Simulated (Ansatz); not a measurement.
**SrF$_{2}$ in the fluorite structure (space group Fm-3m, No. 225)**

```
CELL_PARAMETERS angstrom
      0.00000     2.89532     2.89532
      2.89532     0.00000     2.89532
      2.89532     2.89532     0.00000
ATOMIC_POSITIONS crystal
  Sr 0.00000 0.00000 0.00000
  F  0.25000 0.25000 0.25000
  F  0.75000 0.75000 0.75000
```

Level of theory: Kohn–Sham DFT with the r2SCAN functional, run in Ansatz (a program for electronic structure) with PAW and 500 eV plane waves, no spin-orbit coupling. k-mesh 10×10×10 (Γ-centred); smearing 0.05 eV (Fermi–Dirac).

| Property | Value |
|---|---|
| Volume per atom | 16.18 Å³ |
| Density | 4.30 g/cm³ |
| Band gap | 7.60 eV, indirect, X → Γ |
| Electron mass | 0.52 mₑ |
| Lowest conduction-band minima above the VBM | Γ 7.60 eV; X along ⟨100⟩ 8.73 eV |
| Total energy | -1727.185 eV/atom (σ→0; compares only within this code and set-up) |

Masses are band curvatures over ±0.01 Å⁻¹ around the edge. No phonon test of stability was made.
